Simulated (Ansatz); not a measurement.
# Silicon, omega (AlB2-type) under RPBE: structure, energy and stiffness, part 2 of 2

The plan for silicon in the omega (AlB2-type) structure: relax it, solve it on a dense k-mesh, then scale the cell to 7 volumes from 88 to 112 % of the relaxed one and try a fit of the equation of state. Spin polarisation is left out. The k-meshes are 8×8×12 for the relaxation; 11×11×16 for the dense run; 9×9×14 for the volumes.

Ansatz 0.2.0; DFT, RPBE, plane waves (420 eV) with PAW, scalar-relativistic. Earlier steps stand in the parts before.

**5. Equation of state: 92 %**

Contents of input.yaml:

```yaml
crystal:
  lattice:
    - [4.3709984139, 0.0, 0.0]
    - [-2.185499207, 3.7853956663, 0.0]
    - [0.0, 0.0, 2.5022786265]
  atoms:
    - { symbol: Si, position: [0.0, 0.0, 0.0] }
    - { symbol: Si, position: [0.3333333333, 0.6666666667, 0.5] }
    - { symbol: Si, position: [0.6666666667, 0.3333333333, 0.5] }
hamiltonian:
  xc: rpbe
  pseudopotentials:
    kind: paw
    azcp:
      Si: "pseudopotentials/Si.paw.azcp"
basis:
  ecutwfc: 420
  fft_grid_basis: typed
kpoints:
  mp_grid: { grid: [9, 9, 14], shift: [0, 0, 0] }
magnetization:
  spin_polarized: false
scf:
  occupations: { method: fermi_dirac, width: 0.1 }
  lower_state_search: "off"
output:
  stress: true
  write_density: true
  write_potential: true
  elf: true
  volumetric_format: npy
```

Log (excerpt; [...] marks lines left out):

```text
Warning: RAYON_NUM_THREADS=2 ignored (pool sized by the plan → 2); use --threads N
[...]
Pseudopotentials: kind: paw
Pseudopotential: Si, paw, valence charge 4, recommended cutoff 420 eV (normal), <dir>
Functional definition: RPBE
[...]
Crystal: 3 atoms, lattice volume = 41.403 Å³
Basis set: ecut = 420 eV, 819 PW (Γ)
Bands: 10, of which v1, the nominal top of the filled ones, is band 6 counted from 1 (5 counted from 0)
Symmetry: 24 space group operations
Space group: P6/mmm (ITA 191), of the structure as read, at distance tolerance 3.5e-5 Å
k-points: 96 of 1134
[...]
SCF iter   1: F=—  HF=-1915.045833 eV  |F-HF|=—  |Δ(HF+E_count)|=         —  Δρ=3.58e-3  dr2=4.72e-3  ethr=1.77e-3  ⟨swp⟩=5.2  Hψ=6753  notcnv=0
[...]
SCF iter   6: F=-1915.045392 eV  HF=-1915.045392 eV  |F-HF|=6.73e-10  |Δ(HF+E_count)|=   4.63e-9  Δρ=1.63e-6  dr2=4.48e-10  ethr=4.08e-10  ⟨swp⟩=5.3  Hψ=5368  notcnv=0
the search or the solves at the SCF's close seem to have found levels that the self-consistency loop had missed (the run counts 1). By its estimate they hold under 1e-12 electrons; where the run keeps them, the occupations were computed again with them
[...]
SCF converged after 6 iterations
Free energy (F): -1915.045392 eV
[...]
E sigma→0 (E₀):  -1915.026214 eV
Entropy (-TS):   -0.038355 eV (-12.785 meV/atom)
Fermi energy:    11.384125 eV
[...]
--- Stress (GPa, compression-positive) ---
        7.483028      -0.000000       0.000000
       -0.000000       7.483028       0.000000
        0.000000       0.000000      12.353875
  P = ⅓ Tr σ = 9.1066 GPa (91.066 kbar)
--- Band table (eV; the first three rows and the last of 96) ---
  k-point 0: bands = ["-3.4368", "6.0078", "6.1977", "6.6376", "6.6376", "6.7034", "6.7034", "17.9871", "19.1541", "22.8404"]
[...]
```

Wall time 2.4 s (2 threads of Intel Xeon Platinum 8488C (Sapphire Rapids), shared host); peak memory 0.35 GiB.

Density in a lattice plane of the grid's cell (edges 4.37 and 4.37 Å, at 0.500 of the third edge), which holds Si.

Ten even steps from '0' (0.08 e/Å³) to '9' (0.43 e/Å³):
```
876544456789987544445688
765444567899987544455677
554445678999987654445666
444457777667887654444554
444677753235787644444444
456787410025887554444444
567886200147987655555555
779985212479987666666666
899986446899988888888888
899988788999899988788999
888888888888999864468999
766666666678997421258997
555555555678974100268876
444444445578852001478765
444444444678753235777644
445544445678876677775444
566654445678999987654445
777655444578999876544456
888654444578998765444567
987654445678887654445678
```
Columns run along the first of these edges and rows up along the second, over one cell in 24 and 20 even steps from the bottom left corner. Atoms in the plane (fractional): Si at (0.33, 0.67), Si at (0.67, 0.33).

ELF in the same plane.

Values, 12 rows by 12 columns:
```
0.63 0.49 0.36 0.42 0.63 0.76 0.77 0.63 0.42 0.36 0.49 0.63
0.44 0.36 0.43 0.58 0.59 0.58 0.61 0.59 0.42 0.36 0.43 0.49
0.34 0.42 0.58 0.45 0.35 0.33 0.46 0.59 0.42 0.34 0.36 0.36
0.47 0.63 0.59 0.35 0.53 0.34 0.61 0.63 0.47 0.42 0.42 0.42
0.68 0.76 0.58 0.33 0.34 0.57 0.77 0.69 0.63 0.59 0.59 0.63
0.77 0.77 0.61 0.46 0.61 0.77 0.77 0.77 0.61 0.46 0.61 0.77
0.68 0.63 0.59 0.59 0.63 0.69 0.77 0.57 0.34 0.33 0.58 0.76
0.47 0.42 0.42 0.42 0.47 0.63 0.61 0.34 0.53 0.35 0.59 0.63
0.34 0.36 0.36 0.34 0.42 0.59 0.46 0.33 0.35 0.45 0.58 0.42
0.44 0.49 0.43 0.36 0.42 0.59 0.61 0.58 0.59 0.58 0.43 0.36
0.63 0.63 0.49 0.36 0.42 0.63 0.77 0.76 0.63 0.42 0.36 0.49
0.72 0.63 0.44 0.34 0.47 0.68 0.77 0.68 0.47 0.34 0.44 0.63
```
Columns run along the first of these edges and rows up along the second, over one cell in 12 and 12 even steps from the bottom left corner. Atoms in the plane (fractional): Si at (0.33, 0.67), Si at (0.67, 0.33).

Both are smooth fields of the valence electrons: close to the nuclei they are not physical.

Outside the cores ELF peaks at 0.80 on the Si–Si line, 1.1 Å from Si; 0.66 in the shell around Si, 0.9 Å from Si.

**6. Equation of state: 96 %**

Edit input.yaml of step 5 so:

```diff
@@ -2,5 +2,5 @@
   lattice:
-    - [4.3709984139, 0.0, 0.0]
-    - [-2.185499207, 3.7853956663, 0.0]
-    - [0.0, 0.0, 2.5022786265]
+    - [4.4334496859, 0.0, 0.0]
+    - [-2.216724843, 3.8394800544, 0.0]
+    - [0.0, 0.0, 2.5380302942]
   atoms:
@@ -27,5 +27 @@
   stress: true
-  write_density: true
-  write_potential: true
-  elf: true
-  volumetric_format: npy
```

Log (excerpt; [...] marks lines left out):

```text
Warning: RAYON_NUM_THREADS=2 ignored (pool sized by the plan → 2); use --threads N
[...]
[... 3 set-up lines as earlier in the session ...]
[...]
Crystal: 3 atoms, lattice volume = 43.203 Å³
Basis set: ecut = 420 eV, 855 PW (Γ)
Bands: 10, of which v1, the nominal top of the filled ones, is band 6 counted from 1 (5 counted from 0)
[... 2 set-up lines as earlier in the session ...]
k-points: 96 of 1134
[...]
SCF iter   1: F=—  HF=-1915.118182 eV  |F-HF|=—  |Δ(HF+E_count)|=         —  Δρ=3.38e-3  dr2=4.10e-3  ethr=1.77e-3  ⟨swp⟩=5.2  Hψ=6747  notcnv=0
[...]
SCF iter   6: F=-1915.117944 eV  HF=-1915.117944 eV  |F-HF|=1.09e-9  |Δ(HF+E_count)|=   5.36e-9  Δρ=2.26e-6  dr2=1.17e-9  ethr=5.96e-10  ⟨swp⟩=2.3  Hψ=3453  notcnv=0
[...]
SCF converged after 6 iterations
Free energy (F): -1915.117944 eV
[...]
E sigma→0 (E₀):  -1915.098544 eV
Entropy (-TS):   -0.038800 eV (-12.933 meV/atom)
Fermi energy:    10.786934 eV
[...]
--- Stress (GPa, compression-positive) ---
        2.771056      -0.000000       0.000000
       -0.000000       2.771056       0.000000
        0.000000       0.000000       6.451650
  P = ⅓ Tr σ = 3.9979 GPa (39.979 kbar)
```

Run time: 1.8 s. Hardware: 2 threads of Intel Xeon Platinum 8488C (Sapphire Rapids), shared host; peak memory 0.34 GiB.

**7. Equation of state: 100 %**

Edit input.yaml of step 6 so:

```diff
@@ -2,5 +2,5 @@
   lattice:
-    - [4.4334496859, 0.0, 0.0]
-    - [-2.216724843, 3.8394800544, 0.0]
-    - [0.0, 0.0, 2.5380302942]
+    - [4.4941894212, 0.0, 0.0]
+    - [-2.2470947106, 3.8920822081, 0.0]
+    - [0.0, 0.0, 2.5728021534]
   atoms:
@@ -27 +27,5 @@
   stress: true
+  write_density: true
+  write_potential: true
+  elf: true
+  volumetric_format: npy
```

Log (excerpt; [...] marks lines left out):

```text
Warning: RAYON_NUM_THREADS=2 ignored (pool sized by the plan → 2); use --threads N
[...]
[... 3 set-up lines as earlier in the session ...]
[...]
Crystal: 3 atoms, lattice volume = 45.003 Å³
Basis set: ecut = 420 eV, 903 PW (Γ)
Bands: 10, of which v1, the nominal top of the filled ones, is band 6 counted from 1 (5 counted from 0)
[... 2 set-up lines as earlier in the session ...]
k-points: 96 of 1134
[...]
SCF iter   1: F=—  HF=-1915.139261 eV  |F-HF|=—  |Δ(HF+E_count)|=         —  Δρ=3.25e-3  dr2=3.76e-3  ethr=1.77e-3  ⟨swp⟩=5.2  Hψ=6729  notcnv=0
[...]
SCF iter   6: F=-1915.139109 eV  HF=-1915.139109 eV  |F-HF|=5.46e-12  |Δ(HF+E_count)|=   3.97e-9  Δρ=7.81e-7  dr2=1.32e-10  ethr=2.37e-11  ⟨swp⟩=4.3  Hψ=4862  notcnv=0
[...]
SCF converged after 6 iterations
Free energy (F): -1915.139109 eV
[...]
E sigma→0 (E₀):  -1915.119516 eV
Entropy (-TS):   -0.039186 eV (-13.062 meV/atom)
Fermi energy:    10.232278 eV
[...]
--- Stress (GPa, compression-positive) ---
       -1.053089       0.000000      -0.000000
        0.000000      -1.053089      -0.000000
       -0.000000      -0.000000       1.815489
  P = ⅓ Tr σ = -0.0969 GPa (-0.969 kbar)
--- Band table (eV; the first three rows and the last of 96) ---
  k-point 0: bands = ["-3.8198", "4.7948", "4.9893", "5.8870", "5.8870", "5.9614", "5.9614", "16.3618", "17.7734", "20.6640"]
[...]
```

Run time: 2.6 s. Hardware: 2 threads of Intel Xeon Platinum 8488C (Sapphire Rapids), shared host; peak memory 0.35 GiB.

**8. Equation of state: 104 %**

Edit input.yaml of step 7 so:

```diff
@@ -2,5 +2,5 @@
   lattice:
-    - [4.4941894212, 0.0, 0.0]
-    - [-2.2470947106, 3.8920822081, 0.0]
-    - [0.0, 0.0, 2.5728021534]
+    - [4.5533302746, 0.0, 0.0]
+    - [-2.2766651373, 3.9432996896, 0.0]
+    - [0.0, 0.0, 2.6066586959]
   atoms:
@@ -27,5 +27 @@
   stress: true
-  write_density: true
-  write_potential: true
-  elf: true
-  volumetric_format: npy
```

Log (excerpt; [...] marks lines left out):

```text
Warning: RAYON_NUM_THREADS=2 ignored (pool sized by the plan → 2); use --threads N
[...]
[... 3 set-up lines as earlier in the session ...]
[...]
Crystal: 3 atoms, lattice volume = 46.803 Å³
Basis set: ecut = 420 eV, 915 PW (Γ)
Bands: 10, of which v1, the nominal top of the filled ones, is band 6 counted from 1 (5 counted from 0)
[... 2 set-up lines as earlier in the session ...]
k-points: 96 of 1134
[...]
SCF iter   1: F=—  HF=-1915.119012 eV  |F-HF|=—  |Δ(HF+E_count)|=         —  Δρ=3.14e-3  dr2=3.60e-3  ethr=1.77e-3  ⟨swp⟩=5.2  Hψ=6722  notcnv=0
[...]
SCF iter   6: F=-1915.118875 eV  HF=-1915.118875 eV  |F-HF|=4.68e-11  |Δ(HF+E_count)|=   3.04e-9  Δρ=8.38e-7  dr2=1.32e-10  ethr=4.89e-11  ⟨swp⟩=1.1  Hψ=2935  notcnv=0
[...]
SCF converged after 6 iterations
Free energy (F): -1915.118875 eV
[...]
E sigma→0 (E₀):  -1915.099008 eV
Entropy (-TS):   -0.039735 eV (-13.245 meV/atom)
Fermi energy:    9.716493 eV
[...]
--- Stress (GPa, compression-positive) ---
       -4.163038      -0.000000       0.000000
       -0.000000      -4.163038       0.000000
        0.000000       0.000000      -1.832721
  P = ⅓ Tr σ = -3.3863 GPa (-33.863 kbar)
```

It took 1.6 s on 2 threads of Intel Xeon Platinum 8488C (Sapphire Rapids), shared host; peak memory 0.34 GiB.

**9. Equation of state: 108 %**

Edit input.yaml of step 8 so:

```diff
@@ -2,5 +2,5 @@
   lattice:
-    - [4.5533302746, 0.0, 0.0]
-    - [-2.2766651373, 3.9432996896, 0.0]
-    - [0.0, 0.0, 2.6066586959]
+    - [4.610973486, 0.0, 0.0]
+    - [-2.305486743, 3.993220175, 0.0]
+    - [0.0, 0.0, 2.6396578787]
   atoms:
@@ -27 +27,5 @@
   stress: true
+  write_density: true
+  write_potential: true
+  elf: true
+  volumetric_format: npy
```

Log (excerpt; [...] marks lines left out):

```text
Warning: RAYON_NUM_THREADS=2 ignored (pool sized by the plan → 2); use --threads N
[...]
[... 3 set-up lines as earlier in the session ...]
[...]
Crystal: 3 atoms, lattice volume = 48.603 Å³
Basis set: ecut = 420 eV, 939 PW (Γ)
Bands: 10, of which v1, the nominal top of the filled ones, is band 6 counted from 1 (5 counted from 0)
[... 2 set-up lines as earlier in the session ...]
k-points: 96 of 1134
[...]
SCF iter   1: F=—  HF=-1915.065623 eV  |F-HF|=—  |Δ(HF+E_count)|=         —  Δρ=3.06e-3  dr2=3.63e-3  ethr=1.77e-3  ⟨swp⟩=5.2  Hψ=6700  notcnv=0
[...]
SCF iter   6: F=-1915.065443 eV  HF=-1915.065443 eV  |F-HF|=8.89e-11  |Δ(HF+E_count)|=  4.17e-10  Δρ=9.16e-7  dr2=1.56e-10  ethr=6.38e-11  ⟨swp⟩=4.7  Hψ=4880  notcnv=0
[...]
SCF converged after 6 iterations
Free energy (F): -1915.065443 eV
[...]
E sigma→0 (E₀):  -1915.045080 eV
Entropy (-TS):   -0.040726 eV (-13.575 meV/atom)
Fermi energy:    9.236308 eV
[...]
--- Stress (GPa, compression-positive) ---
       -6.688394      -0.000000       0.000000
        0.000000      -6.688394       0.000000
        0.000000       0.000000      -4.700491
  P = ⅓ Tr σ = -6.0258 GPa (-60.258 kbar)
--- Band table (eV; the first three rows and the last of 96) ---
  k-point 0: bands = ["-4.1472", "3.7388", "3.9396", "5.2392", "5.2392", "5.3215", "5.3215", "14.9523", "16.5848", "18.7914"]
[...]
```

It took 2.5 s on 2 threads of Intel Xeon Platinum 8488C (Sapphire Rapids), shared host; peak memory 0.35 GiB.

**10. Equation of state: 112 %**

Edit input.yaml of step 9 so:

```diff
@@ -2,5 +2,5 @@
   lattice:
-    - [4.610973486, 0.0, 0.0]
-    - [-2.305486743, 3.993220175, 0.0]
-    - [0.0, 0.0, 2.6396578787]
+    - [4.6672104124, 0.0, 0.0]
+    - [-2.3336052062, 4.0419227819, 0.0]
+    - [0.0, 0.0, 2.6718520013]
   atoms:
@@ -27,5 +27 @@
   stress: true
-  write_density: true
-  write_potential: true
-  elf: true
-  volumetric_format: npy
```

Log (excerpt; [...] marks lines left out):

```text
Warning: RAYON_NUM_THREADS=2 ignored (pool sized by the plan → 2); use --threads N
[...]
[... 3 set-up lines as earlier in the session ...]
[...]
Crystal: 3 atoms, lattice volume = 50.403 Å³
Basis set: ecut = 420 eV, 999 PW (Γ)
Bands: 10, of which v1, the nominal top of the filled ones, is band 6 counted from 1 (5 counted from 0)
[... 1 set-up line as earlier in the session ...]
Space group: P6/mmm (ITA 191), of the structure as read, at distance tolerance 3.7e-5 Å
k-points: 96 of 1134
[...]
SCF iter   1: F=—  HF=-1914.985842 eV  |F-HF|=—  |Δ(HF+E_count)|=         —  Δρ=2.98e-3  dr2=3.80e-3  ethr=1.77e-3  ⟨swp⟩=5.3  Hψ=6702  notcnv=0
[...]
SCF iter   6: F=-1914.985598 eV  HF=-1914.985598 eV  |F-HF|=6.39e-11  |Δ(HF+E_count)|=  2.73e-10  Δρ=7.70e-7  dr2=1.28e-10  ethr=5.55e-11  ⟨swp⟩=1.5  Hψ=2930  notcnv=0
[...]
SCF converged after 6 iterations
Free energy (F): -1914.985598 eV
[...]
E sigma→0 (E₀):  -1914.964561 eV
Entropy (-TS):   -0.042074 eV (-14.025 meV/atom)
Fermi energy:    8.787205 eV
[...]
--- Stress (GPa, compression-positive) ---
       -8.691306       0.000000       0.000000
        0.000000      -8.691306       0.000000
        0.000000       0.000000      -6.924618
  P = ⅓ Tr σ = -8.1024 GPa (-81.024 kbar)
```

Wall time 1.8 s (2 threads of Intel Xeon Platinum 8488C (Sapphire Rapids), shared host); peak memory 0.35 GiB.

**11. Energy and pressure against volume**

All volumes keep the relaxed shape and fractional coordinates.

```
V (Å³/atom)  E − E₀ (meV/atom)  P from the stress (GPa)  P from the fit (GPa)
     13.201               76.7                    15.49                 15.48
     13.801               31.1                     9.11                  9.09
     14.401                7.0                     4.00                  3.98
     15.001                0.0                    -0.10                 -0.12
     15.601                6.8                    -3.39                 -3.42
     16.201               24.8                    -6.03                 -6.07
     16.801               51.6                    -8.10                 -8.20
```

Fit (Birch-Murnaghan, third order): V₀ = 14.982 Å³/atom, B₀ = 92 GPa, B₀′ = 4.4, largest residual 0.02 meV/atom.

**12. Results**

The summary covers parts 1 to 2.

| quantity | value |
| --- | --- |
| space group (spins left aside) | P6/mmm (No. 191) |
| conventional cell | a = 4.494 Å, c = 2.573 Å (c/a = 0.572) |
| volume | 15.001 Å³/atom |
| shortest distance | 2.573 Å |
| gap on the mesh | none (levels filled in part) |
| relative to diamond | +533 meV/atom |
| V₀, B₀, B₀′ | 14.982 Å³/atom, 92 GPa, 4.4 |

In words: From the guessed start the volume shrank by 0.1 % in 8 steps. Against the reference form of silicon (diamond, computed apart with the same settings) it stands 533 meV/atom higher. Levels at the Fermi energy are filled in part, as in a metal. B₀ comes out at 92 GPa; letting shape and positions relax at each volume could only lower it. The symmetry was held, so the structure may be unstable against distortions that break it.
